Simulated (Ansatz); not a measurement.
KCl under changes of volume

One of the cells (28.294 Å³/atom); the others are scaled copies at fixed shape and fractional positions:

```
K Cl
1.0
     3.83920    0.00000    0.00000
     0.00000    3.83920    0.00000
     0.00000    0.00000    3.83920
K Cl
1 1
Direct
  0.00000 0.00000 0.00000
  0.50000 0.50000 0.50000
```

Measurements of this composition are mostly on another form, of space group No. 225.

```yaml
Program: Ansatz 0.2.0
Functional: LDA
Potentials_or_basis: all-electron LAPW, scalar-relativistic
Cutoff: 125 eV (chosen from the basis error)
Basis_error_allowed: 0.001 eV/atom
k_mesh: 7 × 7 × 7
Occupations: fermi-dirac, width 0.05 eV
Spin: no spin polarisation
```

| volume (Å³/atom) | energy over the lowest point (meV/atom) | pressure (GPa) | gap on the mesh (eV) |
| --- | --- | --- | --- |
| 26.596 | 0.00 | -2.3 | 4.65 |
| 27.162 | 8.65 | -2.6 | 4.56 |
| 27.728 | ? | ? | ? |
| 28.294 | 29.08 | -3.1 | 4.39 |
| 28.860 | 40.59 | -3.4 | 4.31 |
| 29.426 | 52.80 | -3.5 | 4.23 |
| 29.991 | 65.58 | -3.7 | 4.16 |

Task: What does the run at 27.728 Å³/atom give?

Result: Energy over the lowest point 18.39 meV/atom; pressure -2.9 GPa; gap on the mesh 4.47 eV.

Worked out: A Birch-Murnaghan fit of order 3 (a polynomial in V^(-2/3)) to the other rows has no minimum within the range. It gives 18.39 meV/atom at 27.728 Å³/atom, against the run's 18.39, and -dE/dV = -2.9 GPa, against -2.9. A straight line through the other rows of the gap, of slope -4.1 eV per unit of ln V, gives 4.48 eV, against the run's 4.47.

Energies are extrapolated to zero smearing.

Caveats: an odd mesh through Γ misses points on the zone boundary, where band edges often lie.
